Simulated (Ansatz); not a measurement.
# Ge: what a guessed cell relaxes into

Aim: relax a trial structure of Ge and see where it ends, then test the end with a random kick.

Program: Ansatz 0.2.0. Level of theory: DFT PBE, scalar-relativistic, plane waves, PAW. These are calculated values, not measurements.

## 1. The system as given

Symmetry: Pcca, No. 54, orthorhombic system. The conventional cell has a = 6.076 Å, b = 3.365 Å, c = 6.769 Å, α = 90.00°, β = 90.00°, γ = 90.00°. Ge (site symmetry 1) has 3 Ge at 2.23 to 2.41 Å as nearest neighbours.

Coordinates:

```cif
data_structure
_symmetry_space_group_name_H-M 'P 1'
_symmetry_Int_Tables_number 1
_cell_length_a 6.0756
_cell_length_b 3.3652
_cell_length_c 6.7691
_cell_angle_alpha 90.000
_cell_angle_beta 90.000
_cell_angle_gamma 90.000
_cell_volume 138.40
loop_
_atom_site_label
_atom_site_type_symbol
_atom_site_fract_x
_atom_site_fract_y
_atom_site_fract_z
_atom_site_occupancy
Ge1 Ge 0.38084 0.23159 0.11537 1
Ge2 Ge 0.88084 0.76841 0.38463 1
Ge3 Ge 0.61916 0.23159 0.38463 1
Ge4 Ge 0.11916 0.23159 0.61537 1
Ge5 Ge 0.11916 0.76841 0.11537 1
Ge6 Ge 0.88084 0.23159 0.88463 1
Ge7 Ge 0.38084 0.76841 0.61537 1
Ge8 Ge 0.61916 0.76841 0.88463 1
```

Recipe of the guess: 4-connected net of one element (Pcca, No. 54). Lengths come from tabulated atomic sizes and are only a guess.

## 2. The guess as it stands, on a coarse mesh

The input, input.yaml:

```yaml
crystal:
  lattice:
    - [6.0756023, 0.0, 0.0]
    - [0.0, 3.3652217, 0.0]
    - [0.0, 0.0, 6.76910028]
  atoms:
    - { symbol: Ge, position: [0.38084298, 0.231592, 0.115374] }
    - { symbol: Ge, position: [0.88084298, 0.768408, 0.384626] }
    - { symbol: Ge, position: [0.61915702, 0.231592, 0.384626] }
    - { symbol: Ge, position: [0.11915702, 0.231592, 0.615374] }
    - { symbol: Ge, position: [0.11915702, 0.768408, 0.115374] }
    - { symbol: Ge, position: [0.88084298, 0.231592, 0.884626] }
    - { symbol: Ge, position: [0.38084298, 0.768408, 0.615374] }
    - { symbol: Ge, position: [0.61915702, 0.768408, 0.884626] }
basis:
  ecutwfc: 420
kpoints:
  mp_grid: { grid: [4, 6, 4] }
hamiltonian:
  xc: pbe
scf:
  occupations: { method: gaussian, width: 0.1 }
  lower_state_search: "off"
output:
  forces: true
  stress: true
  eigenvalues: true
```

Command:

```bash
$ ansatz run input.yaml --threads 1 --pin off --max-ram 2560MiB --backend cpu --events-out ev --progress --plain --runs-dir out
```

The session goes on with these runs: rough relaxation on the coarse mesh; relaxation on the finer mesh; kick test: the unmoved cell on a coarse mesh; random kick, then relaxation.

Before running it: what results should come out? Wanted: conventional cell; volume; energy over the standard state; gap on the mesh.

**Answer**, as computed:

| quantity | value |
| --- | --- |
| symmetry at the end (tolerance 0.05 Å) | space group Cmce (No. 64) |
| conventional cell | a = 3.689 Å, b = 7.353 Å, c = 6.391 Å, α = 90.00°, β = 90.00°, γ = 90.00° |
| volume | 21.67 Å³/atom |
| energy over the standard state | +0.22 eV/atom |
| gap on the mesh | none (metal) |

The symmetry goes from space group Pcca (No. 54) to space group Cmce (No. 64), and the volume per atom grows by 25.3 % from the first guess. It lies above the element's standard state, so it is metastable at best. The kicked cell came back to the same energy, so the end is stable against the distortions that fit this cell and this draw; modes that don't fit the cell aren't tested.
